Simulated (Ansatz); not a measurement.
# SnO2: a vibration from a frozen displacement

Theory: DFT r2SCAN, scalar-relativistic, plane waves, PAW (Ansatz). Settings: plane waves to 500 eV, k-mesh 6×6×8 (Γ-centred), Gaussian smearing 0.05 eV. No spin polarisation. Energies are free energies at this smearing, counted from the undisturbed cell; pressure is positive in compression.

Reference structure (relaxed at this level):

```
Sn O
1.0
     4.76022    0.00000    0.00000
     0.00000    4.76022    0.00000
     0.00000    0.00000    3.20057
Sn O
2 4
Direct
  0.00000 0.00000 0.00000
  0.50000 0.50000 0.50000
  0.30589 0.30589 0.00000
  0.19411 0.80589 0.50000
  0.69411 0.69411 0.00000
  0.80589 0.19411 0.50000
```

Atom 3 (O) is moved by x along the Cartesian unit vector (-0.707, -0.707, 0.000); the cell and all other atoms stay fixed. The cell's volume is 72.52 Å³; the moved atoms weigh 15.999 u together and the others 285.417 u.

| x (Å) | ΔE (meV/cell) | total force on the moved atoms along the move (eV/Å) | pressure (GPa) |
| --- | --- | --- | --- |
| -0.3000 | 990.26 | 6.5502 | 8.5089 |
| -0.2000 | 444.42 | 4.3787 | 4.4183 |
| -0.1000 | 113.41 | 2.2383 | 1.5239 |
| 0.0000 | 0.00 | -0.0024 | -0.0103 |
| 0.0500 | 30.34 | -1.2277 | -0.1967 |
| 0.1000 | 124.80 | -2.5750 | 0.0531 |
| 0.1500 | 290.76 | -4.0974 | 0.7867 |
| 0.2000 | 538.56 | -5.8612 | 2.0615 |
| 0.2500 | 882.29 | -7.9503 | 3.9470 |
| 0.3000 | 1340.74 | -10.4689 | 6.5258 |

**Question.** What frequency belongs to this motion?

**Answer.** The force constant is k = −dF/dx = 23.806 eV/Å², from the parabola through x = -0.1000, 0 and 0.0500. In every cell the moved atoms swing against the rest, so the mass is μ = m₁m₂/(m₁ + m₂) = 15.150 u, and ν̃ = 521.5 cm⁻¹ × √(|k|/μ) = 654 cm⁻¹. Steps this long are already anharmonic: the energies of the same points give k = 23.212 eV/Å², so the harmonic k is uncertain by that gap or more. The pattern needn't be a normal mode: ν̃² is then a weighted mean of the squared nonzero frequencies at the zone centre of this cell, taken without macroscopic field, so it lies between the lowest and the highest of them.

**Question.** How far does the harmonic law reach?

**Answer.** At x = -0.300 Å, kx²/2 = 1071.27 meV against the computed 990.26 meV (-7.6 %): the well is still close to harmonic there.

The well is markedly lopsided, so the near-harmonic behaviour found at x = -0.3000 Å doesn't carry over to the other side: at +0.3000 Å the energy is 1340.74 meV, against the same harmonic 1071.27 meV. The rutile geometry accounts for this. Positive x drives the oxygen head-on into one Sn neighbour, where short-range repulsion climbs steeply, while negative x moves it obliquely between two others, whose bonds shorten less per step.

The pressure reflects the same competition. It dips slightly as the oxygen leaves the pair, then rises once the single compressed contact dominates. Large displacements either way put the cell under compression, which suggests that this motion would soften on expansion.

The 654 cm⁻¹ falls in the Sn–O stretching region, near the strong A1g Raman band of rutile SnO2, but that closeness is no assignment. Displacing one oxygen of four along this direction mixes the symmetric breathing of the oxygens with B2g and polar Eu motion, so the value measures local bond stiffness rather than a single spectral line.
